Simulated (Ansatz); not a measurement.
**Be (element-swapped structure): how the settings move a single-point run**

How sensitive is a single-point run of Be (element-swapped structure) to its settings? A reference run comes first, then three runs with altered input.

This is Be in the bcc structure; at room conditions it is hcp.

Computed with Ansatz 0.2.0 (reference: DFT PBE, plane waves, PAW, scalar-relativistic, no spin polarisation, unless a step's input says otherwise).

1 further run of the same task is left out (set aside as unsound or not needed).

### Step 1. Starting point

It takes space group Im-3m (No. 229, cubic). Conventional cell: a = 2.539 Å, b = 2.539 Å, c = 2.539 Å, α = 90.00°, β = 90.00°, γ = 90.00°. Around Be (site symmetry m-3m) lie 8 Be at 2.20 Å.

Coordinates:

```cif
data_structure
_symmetry_space_group_name_H-M 'P 1'
_symmetry_Int_Tables_number 1
_cell_length_a 2.1987
_cell_length_b 2.1987
_cell_length_c 2.1987
_cell_angle_alpha 109.471
_cell_angle_beta 109.471
_cell_angle_gamma 109.471
_cell_volume 8.18
loop_
_atom_site_label
_atom_site_type_symbol
_atom_site_fract_x
_atom_site_fract_y
_atom_site_fract_z
_atom_site_occupancy
Be1 Be 0.00000 0.00000 0.00000 1
```

### Step 2. Reference

input.yaml reads:

```yaml
crystal:
  lattice:
    - [-1.269407, 1.269407, 1.269407]
    - [1.269407, -1.269407, 1.269407]
    - [1.269407, 1.269407, -1.269407]
  atoms:
    - { symbol: Be, position: [0.0, 0.0, 0.0] }
  symmetry: { tolerance: 0.0003 }
kpoints:
  mp_grid: { grid: [10, 10, 10], shift: [0, 0, 0] }
magnetization:
  spin_polarized: false
scf:
  occupations: { method: fermi_dirac }
hamiltonian:
  pseudopotentials: { kind: paw }
  xc: pbe
basis:
  ecutwfc: 420
output:
  forces: true
  stress: true
  eigenvalues: true
```

Launch:

```console
> ansatz run input.yaml --threads 1 --pin off --max-ram 2560MiB --backend cpu --events-out ev --progress --plain --runs-dir out
```

### Step 3. Variant: occupations.method gaussian, occupations.width 0.1, n_extra_bands 8

Changes to input.yaml since step 2:

```diff
@@ -13,3 +13,4 @@
 scf:
-  occupations: { method: fermi_dirac }
+  occupations: { method: gaussian, width: 0.1 }
+  n_extra_bands: 8
 hamiltonian:
@@ -23 +24,5 @@
   eigenvalues: true
+  write_density: true
+  write_potential: true
+  elf: true
+  volumetric_format: npy
```

### Step 4. Changed: mp_grid.grid [3, 3, 3], xc_grid 2

Changes to input.yaml since step 2:

```diff
@@ -9,3 +9,3 @@
 kpoints:
-  mp_grid: { grid: [10, 10, 10], shift: [0, 0, 0] }
+  mp_grid: { grid: [3, 3, 3], shift: [0, 0, 0] }
 magnetization:
@@ -19,2 +19,3 @@
   ecutwfc: 420
+  xc_grid: 2
 output:
```

### Step 5. Variant: occupations.method tetrahedron, preconditioner local_kerker

Changes to input.yaml since step 2:

```diff
@@ -13,3 +13,4 @@
 scf:
-  occupations: { method: fermi_dirac }
+  occupations: { method: tetrahedron }
+  mixing: { preconditioner: local_kerker }
 hamiltonian:
```

Q: Predict the outcome of this session. Wanted: for each run, ending; energy change; pressure; gap; force.

**Answer**, as computed:

| run | ending | energy change | pressure (GPa) | gap (eV) | force (eV/Å) | cycles | time |
| --- | --- | --- | --- | --- | --- | --- | --- |
| reference | converged | 0 | -5.1 | 0.00 | 0.00 | 6 | 0.31 s |
| 1: occupations.method gaussian, occupations.width 0.1, n_extra_bands 8 | converged | -0.3 meV/atom (σ→0) | -5.2 | 0.00 | 0.00 | 6 | 0.42 s |
| 2: mp_grid.grid [3, 3, 3], xc_grid 2 | converged | +621.2 meV/atom | 5.9 | 0.00 | 0.00 | 6 | 0.16 s |
| 3: occupations.method tetrahedron, preconditioner local_kerker | converged | -7.2 meV/atom (σ→0) | -5.2 | 0.00 | 0.00 | 3 | 0.27 s |

Times don't compare one to one where runs were asked for different outputs or read a saved state (see the inputs); cycles may leave out searches for a lower state.

Residual by cycle in the longest SCF loop of each run; runs are numbered as in the table. The quantity is the density residual dr2, in eV.

| cycle | reference | run 1 | run 2 | run 3 |
| --- | --- | --- | --- | --- |
| 1 | 5.1e-6 | 4.9e-6 | 6.9e-6 | 6.1e-6 |
| 2 | 1.4e-6 | 1.2e-6 | 1.5e-6 | 2.4e-6 |
| 3 | 9.9e-10 | 3.5e-10 | 2.9e-9 | 4.2e-8 |
| 4 | 9.4e-11 | 7.8e-11 | 2.0e-11 | - |
| 5 | 4.7e-13 | 4.2e-13 | 1.0e-14 | - |
| 6 | 4.6e-14 | 3.6e-14 | 2.0e-16 | - |

**Reading.** No change moves the result by more than the table shows.

Caveats on the reference run: its mesh is coarse for a cell with so small a gap or none; the structure is made up and not relaxed.
